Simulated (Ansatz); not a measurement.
Te:

```xyz
3
Lattice="4.4540 0.0000 0.0000 -2.2270 3.8573 0.0000 0.0000 0.0000 5.9240" Properties=species:S:1:pos:R:3 pbc="T T T"
Te    1.6279    2.8197    0.0000
Te   -0.5991    1.0376    3.9493
Te    1.1981    0.0000    1.9747
```

Base run:

- Program: Ansatz 0.2.0
- Functional: PBEsol
- Potentials or basis: all-electron LAPW, non-relativistic
- Cutoff: 215 eV (chosen from the basis error)
- Basis error allowed: 0.002 eV/atom
- k mesh: 7 × 7 × 5
- Occupations: fermi-dirac, width 0.05 eV
- Spin: no spin polarisation

Its results: pressure -0.1 GPa; largest force 0.079 eV/Å.

**Question.** The run is repeated on the same cell with these changes: potentials or basis from all-electron LAPW, non-relativistic to all-electron LAPW, inner shells corrected to Dirac's equation. What comes out?

**Answer.** Pressure -0.9 GPa; largest force 0.100 eV/Å.

Caveats: relativity is left out, which matters for the heavier elements (some runs).
